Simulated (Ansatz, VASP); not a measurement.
SiC in VASP and in Ansatz

The input INCAR:

```
SYSTEM = SiC
PREC     = Accurate       ! precision mode
ENCUT    = 520            ! plane-wave cutoff, eV
EDIFF    = 1E-6           ! SCF threshold, eV
ISMEAR   = 0              ! smearing method
SIGMA    = 0.02           ! smearing width, eV
LREAL    = .FALSE.        ! projectors in reciprocal space
LASPH    = .TRUE.         ! aspherical terms in the spheres
NELM     = 100            ! most SCF steps
ALGO     = Fast           ! electronic algorithm
ISIF     = 2              ! what is computed and relaxed
LWAVE    = .FALSE.        ! write WAVECAR
LCHARG   = .FALSE.        ! write CHGCAR
GGA      = PS             ! functional
IBRION   = 2              ! ionic algorithm
NSW      = 60             ! ionic steps
EDIFFG   = -0.002         ! ionic threshold
```

Contents of KPOINTS:

```
regular mesh
0
G
  10 10 10
  0 0 0
```

File POSCAR:

```
SiC
1.0
    0.0144756555      2.1711487141      2.1566730586
    2.1711487141      0.0144756555      2.1566730586
    2.1856243696      2.1856243696      0.0000000000
Si C
1 1
Direct
    0.0007367007      0.0007367007     -0.0007367007
    0.2492632993      0.2492632993      0.2507367007
```

Input for Ansatz:

```yaml
crystal:
  lattice:
    - [0.0144756555, 2.1711487141, 2.1566730586]
    - [2.1711487141, 0.0144756555, 2.1566730586]
    - [2.1856243696, 2.1856243696, 0.0]
  atoms:
    - { symbol: Si, position: [0.0007367007, 0.0007367007, -0.0007367007] }
    - { symbol: C, position: [0.2492632993, 0.2492632993, 0.2507367007] }
basis:
  ecutwfc: 600.0
kpoints:
  mp_grid: { grid: [10, 10, 10] }
hamiltonian:
  xc: pbesol
  pseudopotentials: { kind: paw, azcp: { folder: soft_1 } }
scf:
  occupations: { method: gaussian, width: 0.02 }
output:
  forces: true
  stress: true
  eigenvalues: true
relax:
  adjacent_minimum: "off"
  f_tol: 0.002
  max_steps: 40
```

Change from the starting cell: strained cell.

Alike in both runs: task relaxation of the atoms; functional PBEsol; k mesh 10 × 10 × 10; occupations gaussian, width 0.02 eV; no spin polarisation.

```csv
,VASP,Ansatz
version,VASP 6.6.1,Ansatz 0.2.0
potentials or method,"VASP PAW PBE potentials, release 64 (Si, C)","scalar-relativistic, plane waves, PAW"
plane-wave cutoff (eV),520,600
valence electrons in the cell,8,8
```

```csv
,VASP,Ansatz,Ansatz less VASP
"gap on the k mesh at the Fermi level, each at its own relaxed structure (eV)",1.11,1.12,+0.011
```

Ansatz warned: «pseudo_functional_mismatch».

Caveats: the relaxation stopped at its first step, so nothing moved. A k mesh can miss the band edges.
